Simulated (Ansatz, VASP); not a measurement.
Two plane-wave programs on GaP

```
Ga P
1.0
     6.36034    0.00000    0.00000
     0.00000    6.36034    0.00000
     0.00000    0.00000    6.36034
Ga P
8 8
Cartesian
  0.9829 0.9829 0.9829
  5.3775 5.3775 5.3775
  2.1973 5.3775 4.1630
  4.1630 0.9829 2.1973
  4.1630 2.1973 5.3775
  2.1973 4.1630 0.9829
  5.3775 4.1630 2.1973
  0.9829 2.1973 4.1630
  4.0627 4.0627 4.0627
  2.2977 2.2977 2.2977
  5.4778 2.2977 0.8825
  0.8825 4.0627 5.4778
  0.8825 5.4778 2.2977
  5.4778 0.8825 4.0627
  2.2977 0.8825 5.4778
  4.0627 5.4778 0.8825
```

Alike in both runs: functional LDA; k mesh 6 × 6 × 6; occupations gaussian, width 0.03 eV; no spin polarisation.

Ansatz relaxed the structure, and its values are those at the end. VASP's run is a single point on that final structure, the one shown.

|  | VASP | Ansatz |
| --- | --- | --- |
| version | VASP 6.6.1 | Ansatz 0.2.0 |
| potentials or method | VASP PAW LDA potentials, release 64 (Ga_d, P) | scalar-relativistic, plane waves, PAW |
| plane-wave cutoff (eV) | 520 | 500 |
| valence electrons in the cell | 144 | 144 |

```tsv
	VASP	Ansatz	Ansatz less VASP
gap on the k mesh at the Fermi level (eV)	0.23	0.22	-0.008
least direct gap on the mesh (eV)	0.23	0.22	-0.008
pressure (GPa)	12.2	12.0	-0.21
rms of the force components (eV/Å)	0.000	0.004	+0.0037
```
